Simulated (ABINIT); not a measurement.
A run of ABINIT 10.8.3 (patched build):

Contents of run.abi:

```
pp_dirpath "./"
pseudos "Si.upf, C.upf"

acell 3.0815713524 3.0815713524 3.0815713524 Angstrom
rprim
     0.0000000000     0.7071067812     0.7071067812
     0.7071067812     0.0000000000     0.7071067812
     0.7071067812     0.7071067812     0.0000000000
ntypat 2
znucl 14 6
natom 2
typat 1 2
xred
     0.0000000000     0.0000000000     0.0000000000
     0.7500000000     0.7500000000     0.7500000000

ecut 37.0

kptopt 1
ngkpt 8 8 8
nshiftk 1
shiftk 0.0 0.0 0.0

ixc -116133

nband 8
occopt 3
tsmear 0.05 eV

nstep 100
tolvrs 1.0e-10

iomode 3
prtwf 0
prteig 0
prtebands 0
prtden 1
prtvha 1
prtvclmb 1
prtpot 1
prtelf 1
```

Potentials or basis: PseudoDojo NC SR PBEsol v0.4.1 standard.

Launch:

```bash
$ abinit run.abi > log 2>&1
```

Hardware: 1 thread of Intel(R) Xeon(R) Processor @ 2.70GHz, on a shared host.

Problem. How long does it take, and how much memory?

Solution. Run time: 10 s on 1 thread of Intel(R) Xeon(R) Processor @ 2.70GHz, with other jobs on the host, peak memory 0.06 GiB. Counts: scf iterations 9, mpi ranks 1, k points 29, bands 8, plane waves 1514.
